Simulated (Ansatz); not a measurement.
# PbSe: the cost of one run

Program: Ansatz 0.2.0. Level of theory: DFT PBE, scalar-relativistic. These are calculated values, not measurements.

**1. Starting point**

Symmetry: Fm-3m, No. 225, cubic system. The conventional cell has a = 6.124 Å, b = 6.124 Å, c = 6.124 Å, α = 90.00°, β = 90.00°, γ = 90.00°. Pb (site symmetry m-3m) is surrounded by 6 Se at 3.06 Å. Se (site symmetry m-3m) is surrounded by 6 Pb at 3.06 Å.

Structure file:

```cif
data_structure
_symmetry_space_group_name_H-M 'Fm-3m'
_symmetry_Int_Tables_number 225
_cell_length_a 6.1243
_cell_length_b 6.1243
_cell_length_c 6.1243
_cell_angle_alpha 90.000
_cell_angle_beta 90.000
_cell_angle_gamma 90.000
_cell_volume 229.70
loop_
_atom_site_label
_atom_site_type_symbol
_atom_site_symmetry_multiplicity
_atom_site_Wyckoff_symbol
_atom_site_fract_x
_atom_site_fract_y
_atom_site_fract_z
_atom_site_occupancy
Pb1 Pb 4 a 0.00000 0.00000 0.00000 1
Se1 Se 4 b 0.50000 0.00000 0.00000 1
```

The file gives the conventional cell by its symmetry; the runs use the cell typed in the input.

Atoms are numbered in the order of the input: Pb1, Se2.

**2. After the deformation**

Space group Fm-3m before, R-3m after.

**3. LAPW, all electrons**

input.yaml reads:

```yaml
crystal:
  lattice:
    - [-0.0918645, 3.01621775, 3.01621775]
    - [3.01621775, -0.0918645, 3.01621775]
    - [3.01621775, 3.01621775, -0.0918645]
  atoms:
    - { symbol: Pb, position: [0.0, 0.0, 0.0] }
    - { symbol: Se, position: [0.5, 0.5, 0.5] }
kpoints:
  mp_grid: { grid: [9, 9, 9] }
  band_path:
    path:
      - [0.0, 0.0, 0.0]
      - [0.5, 0.5, 0.5]
      - [0.2579113083, 0.5, 0.7420886917]
      - [-0.2579113083, 0.2579113083, 0.5]
      - [0.0, 0.0, 0.5]
      - [0.0, 0.0, 0.0]
      - [-0.3789556542, 0.0, 0.3789556542]
      - [0.0, 0.3789556542, 0.6210443458]
      - [0.0, 0.5, 0.5]
    npoints: 5
scf:
  occupations: { method: fermi_dirac, width: 0.01 }
hamiltonian:
  xc: pbe
  pseudopotentials: { kind: all_electron, lapw: { basis_error: 0.00025 } }
output:
  forces: true
  stress: true
  eigenvalues: true
```

Command:

```bash
ansatz run input.yaml --threads 1 --pin off --max-ram 3072MiB --backend cpu --events-out ev --progress --plain --runs-dir out
```

**Question.** How long does this run take on 1 thread of Arm Neoverse V1, shared host, and how much memory does it need?

About 38 s, with a peak of 0.52 GiB.
